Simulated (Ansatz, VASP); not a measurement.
## Ta: VASP beside Ansatz

```
Ta
1.0
    -1.65500    1.65500    1.65500
     1.65500   -1.65500    1.65500
     1.65500    1.65500   -1.65500
Ta
1
Direct
  0.00000 0.00000 0.00000
```

Alike in both runs: task relaxation of cell and atoms; functional LDA; k mesh 24 × 24 × 24; occupations gaussian, width 0.1 eV; no spin polarisation.

|  | VASP | Ansatz |
| --- | --- | --- |
| version | VASP 6.6.1 | Ansatz 0.2.0 |
| potentials or method | VASP PAW LDA potentials, release 64 (Ta_pv) | scalar-relativistic, plane waves, PAW |
| plane-wave cutoff (eV) | 600 | 420 |
| valence electrons in the cell | 11 | 13 |

VASP gave:

```
gap on the k mesh at the Fermi level, each at its own relaxed structure (eV) : none
relaxed volume (Å³/atom)                                                     : 17.28
relaxed cell length with the largest relative difference (Å)                 : 2.821
energy change over the relaxation (meV/atom)                                 : -27
```

Question: Which values does Ansatz return?

Answer: gap on the k mesh at the Fermi level, each at its own relaxed structure (eV): none; relaxed volume (Å³/atom): 17.21; relaxed cell length with the largest relative difference (Å): 2.817; energy change over the relaxation (meV/atom): -31.

A gap of «none» marks a metal or a gap that the smearing closes. The two sets of potentials don't hold the same shells in valence.

The runs have no spin-orbit coupling, so splittings on Ta are missing.
